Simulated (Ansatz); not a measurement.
Crystal: AgBr.

```
Ag Br
1.0
     0.00000    2.87015    2.87015
     2.87015    0.00000    2.87015
     2.87015    2.87015    0.00000
Ag Br
1 1
Cartesian
  0.0000 0.0000 0.0000
  2.8702 2.8702 2.8702
```

Base run:

| Property | Result |
| --- | --- |
| Program | Ansatz 0.2.0 |
| Functional | PBE |
| Potentials or basis | all-electron PAW datasets made for the crystal |
| Cutoff | 260 eV (chosen from the basis error) |
| k mesh | 6 × 6 × 6 |
| Occupations | fermi-dirac, width 0.05 eV |
| Spin | no spin polarisation |

Its results: band gap on the k mesh 0.67 eV, indirect (least direct gap 2.61 eV); pressure 2.3 GPa.

Problem. The run is repeated on the same cell with these changes: functional from PBE to HSE06; cutoff from 260 eV (chosen from the basis error) to 290 eV (chosen from the basis error). What comes out?

Solution. Band gap on the k mesh 2.03 eV, indirect (least direct gap 3.86 eV); pressure 2.1 GPa.

HSE06 gives the wider gap, since exact exchange removes part of the self-interaction.

A k mesh can miss the band edges.

The runs don't all hold the same shells in valence.
